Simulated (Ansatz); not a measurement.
# VO2: the cost of one run

Method: DFT PBE+U (U_eff = 2 eV on V d), plane waves, PAW, in Ansatz 0.2.0.

## 1. Starting point

The structure is tetragonal, space group P4_2/mnm (No. 136). The conventional cell has a = 4.555 Å, b = 4.555 Å, c = 2.853 Å, α = 90.00°, β = 90.00°, γ = 90.00°. V (site symmetry mmm) has 6 O at 1.92 to 1.93 Å as nearest neighbours. O (site symmetry m2m) is surrounded by 3 V at 1.92 to 1.93 Å.

Coordinates:

```cif
data_structure
_symmetry_space_group_name_H-M 'P4_2/mnm'
_symmetry_Int_Tables_number 136
_cell_length_a 4.5546
_cell_length_b 4.5546
_cell_length_c 2.8528
_cell_angle_alpha 90.000
_cell_angle_beta 90.000
_cell_angle_gamma 90.000
_cell_volume 59.18
loop_
_atom_site_label
_atom_site_type_symbol
_atom_site_symmetry_multiplicity
_atom_site_Wyckoff_symbol
_atom_site_fract_x
_atom_site_fract_y
_atom_site_fract_z
_atom_site_occupancy
V1 V 2 a 0.00000 0.00000 0.00000 1
O1 O 4 f 0.30010 0.30010 0.00000 1
```

An earlier series on this cell reached its lowest free state from «ferromagnetic start, free, default search», perhaps among other starts.

## 2. Total moment locked at zero, no site moments, 0.00 μB per cell

File input.yaml:

```yaml
crystal:
  lattice:
    - [4.55460075, 0.0, 0.0]
    - [0.0, 4.55460075, 0.0]
    - [0.0, 0.0, 2.85280047]
  atoms:
    - { symbol: V, position: [0.0, 0.0, 0.0] }
    - { symbol: V, position: [0.5, 0.5, 0.5] }
    - { symbol: O, position: [0.3001, 0.3001, 0.0] }
    - { symbol: O, position: [0.1999, 0.8001, 0.5] }
    - { symbol: O, position: [0.6999, 0.6999, 0.0] }
    - { symbol: O, position: [0.8001, 0.1999, 0.5] }
basis:
  ecutwfc: 420
  ecutrho_ratio: 4
kpoints:
  mp_grid: { grid: [4, 4, 7] }
hamiltonian:
  xc: pbe
  hubbard:
    sites: [{ site: 0, l: d, u_eff: 2.0 }, { site: 1, l: d, u_eff: 2.0 }]
scf:
  occupations: { method: gaussian, width: 0.05 }
  lower_state_search: "off"
  max_iter: 150
output:
  forces: true
  stress: true
  eigenvalues: true
  populations: true
  hubbard: { sites: [{ site: 0, l: d }, { site: 1, l: d }] }
magnetization:
  spin_polarized: true
  initial_magnetization: 0.0
  spin_locking: { lock_magnetization: hard }
```

The lock stays on to the end, so the result is a constrained state.

The run is started by

```
ansatz run input.yaml --threads 4 --pin off --max-ram 6144MiB --backend cpu --events-out ev --progress --plain --runs-dir out
```

Q: Estimate wall time and peak memory on 4 threads of Arm Neoverse N1, shared host.

About 2.5 s, with a peak of 0.42 GiB.
